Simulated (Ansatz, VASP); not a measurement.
**One calculation of TaN, two programs**

Contents of INCAR:

```
SYSTEM = TaN
  ALGO = Normal
  EDIFF = 1E-6
  ENCUT = 520
  GGA = PS
  ISIF = 2
  ISMEAR = -1
  LASPH = .True.
  LCHARG = .False.
  LREAL = .False.
  LWAVE = .False.
  NBANDS = 24
  NELM = 60
  PREC = Accurate
  SIGMA = 0.01
```

Contents of KPOINTS:

```
k-points
0
Gamma
  11 11 6
  0 0 0
```

The input POSCAR:

```
TaN
1.0
    3.0480019786      0.0000000000      0.0000000000
   -1.5240009893      2.6396471442      0.0000000000
    0.0000000000      0.0000000000      4.8196400000
Ta N
2 2
Direct
    0.0000000000      0.0000000000      0.0000000000
    0.0000000000      0.0000000000      0.5000000000
    0.3333333333      0.6666666667      0.2500000000
    0.6666666667      0.3333333333      0.7500000000
```

Input for Ansatz:

```yaml
crystal:
  lattice:
    - [3.0480019786, 0.0, 0.0]
    - [-1.5240009893, 2.6396471442, 0.0]
    - [0.0, 0.0, 4.81964]
  atoms:
    - { symbol: Ta, position: [0.0, 0.0, 0.0] }
    - { symbol: Ta, position: [0.0, 0.0, 0.5] }
    - { symbol: "N", position: [0.3333333333, 0.6666666667, 0.25] }
    - { symbol: "N", position: [0.6666666667, 0.3333333333, 0.75] }
kpoints:
  mp_grid: { grid: [11, 11, 6] }
  band_path:
    path:
      - [0.0, 0.0, 0.0]
      - [0.5, 0.0, 0.0]
      - [0.3333333333, 0.3333333333, 0.0]
      - [0.0, 0.0, 0.0]
      - [0.0, 0.0, 0.5]
      - [0.5, 0.0, 0.5]
      - [0.3333333333, 0.3333333333, 0.5]
      - [0.0, 0.0, 0.5]
      - [0.5, 0.0, 0.5]
    npoints: 5
scf:
  occupations: { method: fermi_dirac, width: 0.01 }
hamiltonian:
  xc: pbesol
  pseudopotentials: { kind: all_electron, lapw: { basis_error: 0.001 } }
output:
  forces: true
  stress: true
  eigenvalues: true
```

Change from the starting cell: zz strain of -2 %.

Alike in both runs: task single point; functional PBEsol; k mesh 11 × 11 × 6; occupations fermi-dirac, width 0.01 eV; no spin polarisation.

|  | VASP | Ansatz |
| --- | --- | --- |
| version | VASP 6.6.1 | Ansatz 0.2.0 |
| potentials or method | VASP PAW PBE potentials, release 64 (Ta_pv, N) | all-electron LAPW, scalar-relativistic |
| plane-wave cutoff (eV) | 520 | see its input |

|  | VASP | Ansatz | Ansatz less VASP |
| --- | --- | --- | --- |
| pressure (GPa) | 63.6 | 61.0 | -2.63 |
| largest component of the traceless stress (GPa) | 65.30 | 64.20 | -1.107 |

Ansatz ran all-electron here, so the differences hold the error of VASP's frozen core and of both bases.

Caveats: the cell as given lies far from equilibrium; so large a pressure means that the cell lies far from this level's equilibrium, or that cutoff or potentials fall short (VASP); the potentials were made for another functional, which shifts forces and pressure (VASP). The runs have no spin-orbit coupling, so splittings on Ta are missing.
